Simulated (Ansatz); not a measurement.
**NaH in Ansatz: the effect of functional**

The system is NaH.

```xyz
2
Lattice="0.0000 2.4236 2.4236 2.4236 0.0000 2.4236 2.4236 2.4236 0.0000" Properties=species:S:1:pos:R:3 pbc="T T T"
Na    0.0000    0.0000    0.0000
H     2.4236    2.4236    2.4236
```

The cell isn't the ideal one: volume scaled by 0.98.

Alike in all runs:

```yaml
Program: Ansatz 0.2.0
Task: single point
Potentials_or_basis: Ansatz PAW
k_mesh: 9 × 9 × 9
Occupations: fermi-dirac, width 0.05 eV
Spin: no spin polarisation
```

```csv
functional,cutoff,gap on the mesh (eV),pressure (GPa)
LDA,420 eV (not typed: the program's choice for these potentials),3.70,-2.3
PBEsol,420 eV (not typed: the program's choice for these potentials),?,?
r2SCAN,500 eV (not typed: the program's choice for these potentials),4.64,-0.7
```

Task: What does the run with functional PBEsol give?

Result: gap on the mesh 3.86 eV; pressure -0.8 GPa.

Caveats: odd divisions of the mesh miss points on the zone boundary, where band edges often lie, so the gap on the mesh can be too wide; the PAW data sets come from PBE, with cores solved anew for the run's functional, which leaves a small shift of forces and pressure.

A k mesh can miss the band edges.

Runs at the PBE level aren't shown here.
